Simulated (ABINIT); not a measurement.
The system is PbSe (Clausthalite).

```
CELL_PARAMETERS angstrom
0.00000 3.06065 3.06065
3.06065 0.00000 3.06065
3.06065 3.06065 0.00000
ATOMIC_POSITIONS crystal
Pb 0.00000 0.00000 0.00000
Se 0.50000 0.50000 0.50000
```

Base run:

* Program: ABINIT 10.8.3 (patched build)
* Functional: LDA-PZ
* Potentials or basis: JTH PAW LDA v2.0 sp
* Cutoff: 408 eV
* k mesh: 8 × 8 × 8
* Occupations: fermi-dirac, width 0.05 eV
* Spin: no spin polarisation

Its results: band gap on the k mesh 0.20 eV, direct; pressure -2.1 GPa.

**Question.** The run is repeated on the same cell with these changes: functional from LDA-PZ to PBE; potentials or basis from JTH PAW LDA v2.0 sp to JTH PAW PBE v2.0 sp. What comes out?

**Answer.** Band gap on the k mesh 0.31 eV, direct; pressure 2.4 GPa.

Caveats: spin-orbit coupling is left out, which as a rule narrows the gap of such compounds by several tenths of an eV; this set keeps more shells in the core, which shifts pressures and gaps.
